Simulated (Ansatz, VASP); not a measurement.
**TaN in VASP and in Ansatz**

```
Ta N
1.0
     5.15233    0.00000    0.00000
    -2.57617    4.46205    0.00000
     0.00000    0.00000    2.88654
Ta N
3 3
Direct
  0.33333 0.66667 0.50000
  0.66667 0.33333 0.50000
  0.00000 0.00000 0.00000
  0.39285 0.00000 0.00000
  0.60715 0.60715 0.00000
  0.00000 0.39285 0.00000
```

Alike in both runs: task single point; functional PBEsol; k mesh 5 × 5 × 8; occupations fermi-dirac, width 0.05 eV; no spin polarisation.

|  | VASP | Ansatz |
| --- | --- | --- |
| version | VASP 6.6.1 | Ansatz 0.2.0 |
| potentials or method | VASP PAW PBE potentials, release 64 (Ta_pv, N) | plane waves, PAW |
| plane-wave cutoff (eV) | 520 | 550 |
| valence electrons in the cell | 48 | 54 |

Ansatz gave:

```
pressure (GPa)                                  : 4.8
largest component of the traceless stress (GPa) : 0.98
```

**Question.** Which values does VASP return?

**Answer.** Pressure (GPa): 5.7; largest component of the traceless stress (GPa): 1.06.

With one functional, cell and mesh, what is left measures potentials, basis and numerics. The two sets of potentials don't hold the same shells in valence.

Caveats: the PAW data sets were made with another functional, which shifts forces and pressure a little (VASP). The runs have no spin-orbit coupling, so splittings on Ta are missing.
